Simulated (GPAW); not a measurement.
Runs of GPAW 26.7.0 on Ge. Symmetry: P6_3/mmc, No. 194, hexagonal system. Conventional cell: a = 3.998 Å, b = 3.998 Å, c = 6.599 Å, α = 90.00°, β = 90.00°, γ = 120.00°. Around Ge (site symmetry 3m) lie 4 Ge at 2.45 to 2.47 Å. This isn't the form of Ge at room conditions, which is diamond.

```csv
task,level,potentials or basis,k mesh,smearing,response ecut,maxiter,response k mesh,response bands,kernels,mesh quality,gap on the mesh (eV),pressure (GPa)
dielectric tensor,PBEsol,"PAW data sets generated in the run's folder for this functional, pw",6 × 6 × 4,fermi-dirac 0.001 eV,80 eV,150,19 × 19 × 10,48,"["RPA", "LR0.3", "LR0.1"]",not flagged,0.07,-
G0W0 quasiparticle levels,LDA,"the program's PAW data sets (release 1.2.1) made for this functional, pw",4 × 4 × 2,fermi-dirac 0.001 eV,150 eV,150,-,381,-,coarse,(a),-
single point,PBEsol,"PAW data sets generated in the run's folder for this functional, pw",6 × 6 × 4,fermi-dirac 0.05 eV,-,120,-,-,-,not flagged,0.07,0.3
single point,LDA,"the program's PAW data sets (release 1.2.1) made for this functional, pw",6 × 6 × 4,fermi-dirac 0.05 eV,-,120,-,-,-,not flagged,0.17,-1.6
```

Alike in all rows: no spin polarisation; cell as given; cutoff (eV) 450.

Estimate the missing entries.

(a) 0.26.

Caveats: some runs use coarse meshes; the long-wavelength limit can be off by a per cent or two (some runs); the cutoff is short for stress and forces, so pressures can be off by a GPa or more (some runs); the dielectric constant isn't converged in the k mesh (some runs); the gap is small at this level, which inflates the dielectric constant (some runs); an odd mesh through Γ misses points on the zone boundary, where band edges often lie (some runs).

A k mesh can miss the band edges, and the runs leave out spin-orbit coupling on Ge.
